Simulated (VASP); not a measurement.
A run of VASP 6.6.1 is set up as follows.

The input INCAR:

```
SYSTEM = HC18O
PREC = Accurate ; ENCUT = 520
EDIFF = 1E-6 ; ISMEAR = -1
SIGMA = 0.05 ; LREAL = Auto
LASPH = .True. ; NELM = 150
ALGO = Normal ; ISIF = 2
LWAVE = .False. ; LCHARG = .False.
ISPIN = 2 ; MAGMOM = 0 0 0 0 0 0 0 0 0 0 0 0 0 0 0 0 0 0 0 0
LORBIT = 11 ; GGA = PE
NBANDS = 60
```

The input KPOINTS:

```
regular mesh
0
Gamma
  2 2 1
  0 0 0
```

File POSCAR:

```
HC18O
1.0
    7.3980000000      0.0000000000      0.0000000000
   -3.6990000000      6.4068560000      0.0000000000
    0.0000000000      0.0000000000     12.0000000000
C O H
18 1 1
Direct
   -0.0016004704     -0.0061449797      0.0713279167
    0.2206916461      0.1057158144      0.0817390000
   -0.0016034491      0.3258117554      0.0714324167
    0.2210261516      0.4358235927      0.0811754167
   -0.0047384910      0.6581750862      0.1082913333
    0.2249435053      0.7725598952      0.0879398333
    0.3329205061     -0.0074128402      0.0809909167
    0.5544297361      0.1033990775      0.0720727500
    0.3285623131      0.3253906440      0.0887435833
    0.5593329607      0.4409687060      0.1145883333
    0.3330050609      0.6623869804      0.0808690000
    0.5550563495      0.7725928287      0.0714165000
    0.6658600157     -0.0063756701      0.0671961667
    0.8873219584      0.1040340223      0.0663342500
    0.6675546738      0.3242888556      0.0780365000
    0.8853215664      0.4321762499      0.0775106667
    0.6681755752      0.6648053273      0.0760755000
    0.8843379508      0.7733158042      0.0758263333
    0.5979828799      0.4472031212      0.2282981667
    0.9610186904      0.6421171320      0.2001352500
```

Potentials or basis: VASP PAW PBE potentials, release 64 (C, O, H).

Command:

```sh
$ cat potpaw_PBE.64/C/POTCAR potpaw_PBE.64/O/POTCAR potpaw_PBE.64/H/POTCAR > POTCAR
$ mpirun -np 1 vasp_std > vasp.out
```

Task: Predict the largest force.

Result: 0.371 eV/Å.

Task: Predict the net moment.

Result: 0.00 μB per cell.

Task: Estimate the band gap on the k mesh.

Result: None (metal or under the smearing width).

Forces in eV/Å, atoms in the order of the input:
```
C   -0.008  0.000 -0.008
C   -0.009 -0.007 -0.034
C   -0.005 -0.002 -0.002
C   -0.013  0.004 -0.040
C    0.016  0.019  0.036
C    0.001  0.011 -0.045
C   -0.014  0.010 -0.037
C   -0.020 -0.002 -0.002
C   -0.002  0.004 -0.065
C   -0.092 -0.026 -0.201
C    0.001 -0.015 -0.036
C   -0.011 -0.013 -0.004
C   -0.001  0.003 -0.001
C   -0.013 -0.004 -0.006
C   -0.030  0.012  0.043
C   -0.016  0.017  0.042
C   -0.013 -0.035  0.027
C    0.007 -0.018  0.033
O   -0.089 -0.143  0.223
H    0.311  0.187  0.077
```

Caveat: the k mesh is coarse (spacing up to 0.49 Å⁻¹), so the values aren't converged.
